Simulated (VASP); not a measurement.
# TaC (Fm-3m) in VASP: settings compared

Aim: see how the results for TaC move with the level of theory and the settings. Levels: LDA, PBE. Tasks: relaxation of cell and atoms.

All numbers are computed with VASP 6.6.1; they aren't measurements. Logs are shortened: lines on timing, memory, paths and dates and some standing lists are left out, and cuts for length are marked.

**1. The structure**

It takes space group Fm-3m (No. 225, cubic). The conventional cell has a = 4.446 Å, b = 4.446 Å, c = 4.446 Å, α = 90.00°, β = 90.00°, γ = 90.00°. Ta (site symmetry m-3m) is surrounded by 6 C at 2.22 Å. Around C (site symmetry m-3m) lie 6 Ta at 2.22 Å.

**2. Relaxation of cell and atoms, LDA**

The input, INCAR:

```
SYSTEM = TaC
PREC     = Accurate       ! precision mode
ENCUT    = 600            ! plane-wave cutoff, eV
EDIFF    = 1E-6           ! SCF threshold, eV
ISMEAR   = 1              ! smearing method
SIGMA    = 0.1            ! smearing width, eV
LREAL    = .False.        ! projectors in reciprocal space
LASPH    = .True.         ! aspherical terms in the spheres
NELM     = 80             ! most SCF steps
ALGO     = Normal         ! electronic algorithm
ISIF     = 3              ! what is computed and relaxed
LWAVE    = .False.        ! write WAVECAR
LCHARG   = .False.        ! write CHGCAR
IBRION   = 2              ! ionic algorithm
NSW      = 90             ! ionic steps
EDIFFG   = -0.01          ! ionic threshold
```

The input, KPOINTS:

```
Automatic mesh
0
Gamma
  14 14 14
  0 0 0
```

The input, POSCAR:

```
TaC
1.0
    0.0000000000      2.2230000000      2.2230000000
    2.2230000000      0.0000000000      2.2230000000
    2.2230000000      2.2230000000      0.0000000000
Ta C
1 1
Direct
    0.0000000000      0.0000000000      0.0000000000
    0.5000000000      0.5000000000      0.5000000000
```

Potentials or basis: VASP PAW LDA potentials, release 64 (Ta_pv, C).

On the command line:

```sh
cat potpaw_LDA.64/Ta_pv/POTCAR potpaw_LDA.64/C/POTCAR > POTCAR
mpirun -np 1 vasp_std > vasp.out
```

OUTCAR:

```text
SYSTEM = TaC
   PREC = Accurate
   ENCUT = 600
   EDIFF = 1E-6
   ISMEAR = 1
   LREAL = .False.
   LASPH = .True.
   NELM = 80
   ISIF = 3
   IBRION = 2
   NSW = 90
   EDIFFG = -0.01

 ion  position               nearest neighbor table
   1  0.000  0.000  0.000-   2 2.22   2 2.22   2 2.22   2 2.22   2 2.22   2 2.22
   2  0.500  0.500  0.500-   1 2.22   1 2.22   1 2.22   1 2.22   1 2.22   1 2.22

  LATTYP: Found a face centered cubic cell.
 ALAT       =     4.4460000000

  Lattice vectors:

 A1 = (   0.0000000000,   2.2230000000,   2.2230000000)
 A2 = (   2.2230000000,   0.0000000000,   2.2230000000)
 A3 = (   2.2230000000,   2.2230000000,   0.0000000000)

Analysis of symmetry for initial positions (statically):
=====================================================================
 Subroutine PRICEL returns:
 Original cell was already a primitive cell.

 Routine SETGRP: Setting up the symmetry group for a
 face centered cubic supercell.

 Subroutine GETGRP returns: Found 48 space group operations
 (whereof 48 operations were pure point group operations)
 out of a pool of 48 trial point group operations.

The static configuration has the point symmetry O_h .

Analysis of symmetry for dynamics (positions and initial velocities):
=====================================================================
 Subroutine PRICEL returns:
 Original cell was already a primitive cell.

 Routine SETGRP: Setting up the symmetry group for a
 face centered cubic supercell.

 Subroutine GETGRP returns: Found 48 space group operations
 (whereof 48 operations were pure point group operations)
 out of a pool of 48 trial point group operations.

The dynamic configuration has the point symmetry O_h .

 Subroutine INISYM returns: Found 48 space group operations
 (whereof 48 operations are pure point group operations),
 and found     1 'primitive' translations

----------------------------------------------------------------------------------------

                                     Primitive cell

  volume of cell :      21.9709

  direct lattice vectors                    reciprocal lattice vectors
     0.000000000  2.223000000  2.223000000    -0.224921278  0.224921278  0.224921278
     2.223000000  0.000000000  2.223000000     0.224921278 -0.224921278  0.224921278
     2.223000000  2.223000000  0.000000000     0.224921278  0.224921278 -0.224921278

  length of vectors
     3.143796749  3.143796749  3.143796749     0.389575080  0.389575080  0.389575080

  position of ions in fractional coordinates (direct lattice)
     0.000000000  0.000000000  0.000000000
     0.500000000  0.500000000  0.500000000

  ion indices of the primitive-cell ions
   primitive index   ion index
                 1           1
                 2           2

----------------------------------------------------------------------------------------

 KPOINTS: Automatic mesh

Automatic generation of k-mesh.
 Grid dimensions read from file:
 generate k-points for:   14   14   14

 Generating k-lattice:

  Cartesian coordinates                     Fractional coordinates (reciprocal lattice)
    -0.016065806  0.016065806  0.016065806     0.071428571  0.000000000  0.000000000
     0.016065806 -0.016065806  0.016065806     0.000000000  0.071428571  0.000000000
     0.016065806  0.016065806 -0.016065806     0.000000000  0.000000000  0.071428571

  Length of vectors
     0.027826791  0.027826791  0.027826791

  Shift w.r.t. Gamma in fractional coordinates (k-lattice)
     0.000000000  0.000000000  0.000000000

 Subroutine IBZKPT returns following result:
 ===========================================

 Found    104 irreducible k-points:

 Following reciprocal coordinates:
            Coordinates               Weight
  0.000000  0.000000  0.000000      1.000000
  0.071429  0.000000  0.000000      8.000000
  0.142857  0.000000  0.000000      8.000000
  0.214286  0.000000  0.000000      8.000000
  0.285714  0.000000  0.000000      8.000000
  0.357143  0.000000  0.000000      8.000000
[... 16 lines left out ...]
  0.214286  0.142857  0.000000     24.000000
  0.285714  0.142857  0.000000     24.000000
 [... further k-points ...]
   k-points           NKPTS =    104   k-points in BZ     NKDIM =    104   number of bands    NBANDS=     11
   number of dos      NEDOS =    301   number of ions     NIONS =      2
   total plane-waves  NPLWV =  21952
   dimension x,y,z NGX =    28 NGY =   28 NGZ =   28
   dimension x,y,z NGXF=    56 NGYF=   56 NGZF=   56
   ions per type =               1   1
   NGX,Y,Z   is equivalent  to a cutoff of  14.81, 14.81, 14.81 a.u.
   NGXF,Y,Z  is equivalent  to a cutoff of  29.61, 29.61, 29.61 a.u.
 SYSTEM =  TaC
   PREC   = accura    normal or accurate (medium, high low for compatibility)
   ISTART =      0    job   : 0-new  1-cont  2-samecut
   ICHARG =      2    charge: 1-file 2-atom 10-const
   ISPIN  =      1    spin polarized calculation?
   LNONCOLLINEAR =      F non collinear calculations
   LSORBIT =      F    spin-orbit coupling
   LASPH  =      T    aspherical Exc in radial PAW
   ENCUT  =  600.0 eV  44.10 Ry    6.64 a.u.   6.28  6.28  6.28*2*pi/ulx,y,z
   NELM   =     80;   NELMIN=  2; NELMDL= -5     # of ELM steps
   EDIFF  = 0.1E-05   stopping-criterion for ELM
   LREAL  =      F    real-space projection
   EDIFFG = -.1E-01   stopping-criterion for IOM
   NSW    =     90    number of steps for IOM
   IBRION =      2    ionic relax: 0-MD 1-quasi-New 2-CG
   NFREE  =      1    steps in history (QN), initial steepest desc. (CG)
   ISIF   =      3    stress and relaxation
   ISYM   =      2    0-nonsym 1-usesym 2-fastsym
   POTIM  = 0.5000    time-step for ionic-motion
   TEBEG  =    0.0;   TEEND  =   0.0 temperature during run
   PSTRESS=    0.0 pullay stress
   NELECT =      15.0000    total number of electrons
   NUPDOWN=      -1.0000    fix difference up-down
   EMIN   =  10.00;   EMAX   =-10.00  energy-range for DOS
   EFERMI =   0.00;   METHOD = LEGACY
   ISMEAR =     1;   SIGMA  =   0.10  broadening in eV -4-tet -1-fermi 0-gaus
   EFERMI_NEDOS =   21; number of points for ismear=-14 and -15
   IALGO  =     38    algorithm
   IMIX   =      4    mixing-type and parameters
     AMIX     =   0.40;   BMIX     =  1.00
     AMIX_MAG =   1.60;   BMIX_MAG =  1.00
  volume/ion in A,a.u.               =      10.99        74.13
  Fermi-wavevector in a.u.,A,eV,Ry     =   1.441526  2.724089 28.272865  2.077997
  Thomas-Fermi vector in A             =   2.560148
   LORBIT       =      0    0 simple, 1 ext, 2 COOP (PROOUT), +10 PAW based schemes
   GGA     = CA    functional components
   LHFCALC =     F    Hartree Fock is set to
   AEXX    =    0.0000 exact exchange contribution
   IVDW    =     0    specifies the selected vdW correction
   LEPSILON=     F    determine dielectric tensor
   LRPA    =     F    only Hartree local field effects (RPA)
 conjugate gradient relaxation of ions
 non-spin polarized calculation
 Methfessel and Paxton  Order N= 1 SIGMA  =   0.10
  energy-cutoff  :      600.00
  volume of cell :       21.97
 maximum number of plane-waves:       754
 NGX is ok and might be reduce to    28
   NGX = 13   NGY = 13   NGZ = 13

--------------------------------------- Ionic step        1  -------------------------------------------

 number of electron      14.9999999 magnetization

 Free energy of the ion-electron system (eV)
  ---------------------------------------------------
  ext. energy  EPLUGINS =         0.00000000
  ---------------------------------------------------
  free energy    TOTEN  =       -24.28018644 eV

  energy without entropy =      -24.28011007  energy(sigma->0) =      -24.28016098

------------------------ aborting loop because EDIFF is reached ----------------------------------------

  FORCE on cell =-STRESS in cart. coord.  units (eV):
  Direction    XX          YY          ZZ          XY          YZ          ZX
  --------------------------------------------------------------------------------------
  -------------------------------------------------------------------------------------
  Total       -0.8025495     -0.8025495     -0.8025495      0.0000000      0.0000000      0.0000000
  in kB      -58.5240035    -58.5240035    -58.5240035      0.0000000      0.0000000      0.0000000
  external PRESSURE =     -58.5240035 kB  Pullay stress =       0.0000000 kB
[... 57 lines left out ...]
  energy  without entropy=      -24.2439877723  energy(sigma->0) =      -24.24391311

--------------------------------------- Ionic step        3  -------------------------------------------

 number of electron      14.9999999 magnetization

 Free energy of the ion-electron system (eV)
  ---------------------------------------------------
  ext. energy  EPLUGINS =         0.00000000
  ---------------------------------------------------
  free energy    TOTEN  =       -24.28704972 eV

  energy without entropy =      -24.28702369  energy(sigma->0) =      -24.28704104

 E-fermi :   8.6302     XC(G=0): -13.4966

 val. band max:        8.5906447356   @ k =   0.5000   0.2143   0.0000
 cond. band min:       8.6435722297   @ k =   0.1429   0.0714   0.0000
 fundamental gap:      0.0529274941
 Fermi energy:         8.6302072038

 k-point     1 :       0.0000    0.0000    0.0000
  band No.  band energies     occupation
      1     -26.2372      2.00000
      2     -26.2372      2.00000
      3     -26.2372      2.00000
      4      -6.2462      2.00000
      5       7.1335      2.00000
      6       7.1335      2.00000
      7       7.1335      2.00000
      8       8.0846      2.00000
      9       8.0846      2.00000
     10       8.0846      2.00000
     11       9.1952     -0.00000
[... 309 lines left out ...]
 k-point    24 :       0.2857    0.1429    0.0000
  band No.  band energies     occupation
      1     -26.6356      2.00000
      2     -26.3384      2.00000
      3     -26.3254      2.00000
      4      -4.4166      2.00000
      5       2.7039      2.00000
      6       4.4600      2.00000
      7       5.1669      2.00000
      8       7.2880      2.00000
      9      10.0846     -0.00000
     10      10.9394      0.00000
     11      12.6691      0.00000

 [... further k-points ...]

------------------------ aborting loop because EDIFF is reached ----------------------------------------

  FORCE on cell =-STRESS in cart. coord.  units (eV):
  Direction    XX          YY          ZZ          XY          YZ          ZX
  --------------------------------------------------------------------------------------
  -------------------------------------------------------------------------------------
  Total       -0.0128444     -0.0128444     -0.0128444     -0.0000000     -0.0000000      0.0000000
  in kB       -0.9524289     -0.9524289     -0.9524289     -0.0000000     -0.0000000      0.0000000
  external PRESSURE =      -0.9524289 kB  Pullay stress =       0.0000000 kB
[... 17 lines left out ...]
  FREE ENERGIE OF THE ION-ELECTRON SYSTEM (eV)
  ---------------------------------------------------
  free  energy   TOTEN  =       -24.2870497233 eV

  energy  without entropy=      -24.2870236860  energy(sigma->0) =      -24.28704104

 reached required accuracy - stopping structural energy minimisation
```

It took 31 s on 1 thread of Intel Xeon 6975P-C (Granite Rapids), shared host; peak memory 0.17 GiB.

What came out:

```
Free energy                            : -24.2870 eV
Relaxed volume                         : 10.80 Å³/atom
Relaxed cell                           : a = 3.126 Å, b = 3.126 Å, c = 3.126 Å, α = 60.00°, β = 60.00°, γ = 60.00°
Space group after relaxing (to 0.05 Å) : Fm-3m (No. 225)
Energy gained by relaxing              : 3.4 meV/atom
Ionic steps                            : 3
Pressure after relaxing                : -0.1 GPa
Band gap on the k mesh                 : none (metal or under the smearing width)
```

Step by step:
| step | energy change (eV) | largest force (eV/Å) | pressure (GPa) | volume (Å³) |
| --- | --- | --- | --- | --- |
| 1 | 0.0000 | 0.0000 | -5.85 | 21.97 |
| 2 | 0.0363 | 0.0000 | 16.27 | 20.72 |
| 3 | -0.0069 | 0.0000 | -0.10 | 21.61 |

Final structure:
```
Ta C
1.0
     0.00000    2.21065    2.21065
     2.21065    0.00000    2.21065
     2.21065    2.21065    0.00000
Ta C
1 1
Direct
  0.00000 0.00000 0.00000
  0.50000 0.50000 0.50000
```

[end of part 1 of 2]
